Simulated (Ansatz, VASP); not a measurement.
**One calculation of GaN, two programs**

```
Ga N
1.0
     2.78869    0.00000    0.00000
    -1.39435    2.41508    0.00000
     0.00000    0.00000    4.63603
Ga N
2 2
Direct
  0.33333 0.66667 0.00315
  0.66667 0.33333 0.50315
  0.33333 0.66667 0.37285
  0.66667 0.33333 0.87285
```

Alike in both runs: functional PBE; k mesh 13 × 13 × 7; occupations fermi-dirac, width 0.1 eV; no spin polarisation.

Ansatz relaxed the structure, and its values are those at the end. VASP's run is a single point on that final structure, the one shown.

```csv
,VASP,Ansatz
version,VASP 6.6.1,Ansatz 0.2.0
potentials or method,"VASP PAW PBE potentials, release 64 (Ga_d, N)","PAW with Ansatz's default frozen-core files, scalar-relativistic"
plane-wave cutoff (eV),520,420
valence electrons in the cell,36,36
```

```csv
,VASP,Ansatz,Ansatz less VASP
gap on the k mesh at the Fermi level (eV),4.24,4.21,-0.029
```

Caveats: an odd mesh through Γ misses points on the zone boundary, where band edges often lie.
